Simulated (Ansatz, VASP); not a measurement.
**One calculation of TiB4, two programs**

```xyz
5
Lattice="3.0159 0.0000 0.0000 0.0000 3.2351 0.0000 0.0000 0.0000 5.0734" Properties=species:S:1:pos:R:3 pbc="T T T"
Ti    0.0000    1.6176    0.0000
B     1.5079    0.0000    4.1908
B     0.0000    0.0000    1.7095
B     0.0000    0.0000    3.3639
B     1.5079    0.0000    0.8825
```

Alike in both runs: task relaxation of cell and atoms; functional PBE; k mesh 6 × 6 × 4; occupations gaussian, width 0.1 eV; no spin polarisation.

```csv
,VASP,Ansatz
version,VASP 6.6.1,Ansatz 0.2.0
potentials or method,"VASP PAW PBE potentials, release 64 (Ti_sv, B)","scalar-relativistic, plane waves, PAW"
plane-wave cutoff (eV),600,420
valence electrons in the cell,24,24
```

Ansatz gave:

| Item | Value |
| --- | --- |
| gap on the k mesh at the Fermi level, each at its own relaxed structure (eV) | none |
| relaxed volume (Å³/atom) | 9.88 |
| relaxed cell length with the largest relative difference (Å) | 3.212 |

Question: Estimate VASP's values.

Answer: gap on the k mesh at the Fermi level, each at its own relaxed structure (eV): none; relaxed volume (Å³/atom): 9.90; relaxed cell length with the largest relative difference (Å): 3.222.

A gap of «none» marks a metal or a gap that the smearing closes.
